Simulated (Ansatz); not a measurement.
# PbS: the cost of one run

Computed with Ansatz 0.2.0 (DFT PBEsol, scalar-relativistic, plane waves, PAW, unless a step's input says otherwise).

1 further run of the same task is left out (set aside as unsound or not needed).

## Step 1: The starting structure

The structure is cubic, space group Fm-3m (No. 225). The conventional cell has a = 5.930 Å, b = 5.930 Å, c = 5.930 Å, α = 90.00°, β = 90.00°, γ = 90.00°. Around Pb (site symmetry m-3m) lie 6 S at 2.96 to 2.97 Å. S (site symmetry m-3m) is surrounded by 6 Pb at 2.96 to 2.97 Å.

Structure file:

```
Pb S
1.0
     0.00000    2.96500    2.96500
     2.96500    0.00000    2.96500
     2.96500    2.96500    0.00000
Pb S
1 1
Direct
  0.00000 0.00000 0.00000
  0.50000 0.50000 0.50000
```

The structure comes from the Crystallography Open Database.

## Step 2: A change within a subgroup

The change: strain xx, yy, zz, yz, xz, xy = +2.7, +3.1, -6.1, +0.0, +0.0, +0.2 %; atoms moved by 0.06 Å root mean square, at most 0.06 Å.

Contents of input.yaml:

```yaml
crystal:
  lattice:
    - [0.0072939, 3.0556104, 2.784135]
    - [3.04638925, 0.0072939, 2.784135]
    - [3.05368315, 3.0629043, 0.0]
  atoms:
    - { symbol: Pb, position: [0.0103590061, -0.0103590061, 0.0098712013] }
    - { symbol: S, position: [0.4896409939, 0.5103590061, 0.4901287987] }
basis:
  ecutwfc: 420
kpoints:
  mp_grid: { grid: [10, 10, 10] }
hamiltonian:
  xc: pbesol
scf:
  occupations: { method: gaussian, width: 0.05 }
output:
  forces: true
  stress: true
  eigenvalues: true
  populations: true
```

On the command line:

```sh
$ ansatz run input.yaml --threads 1 --pin off --max-ram 1331MiB --backend cpu --events-out ev --progress --plain --runs-dir out
```

What time and memory should one allow on 1 thread of an x86-64 CPU, shared host?

About 40 s, with a peak of 0.53 GiB.
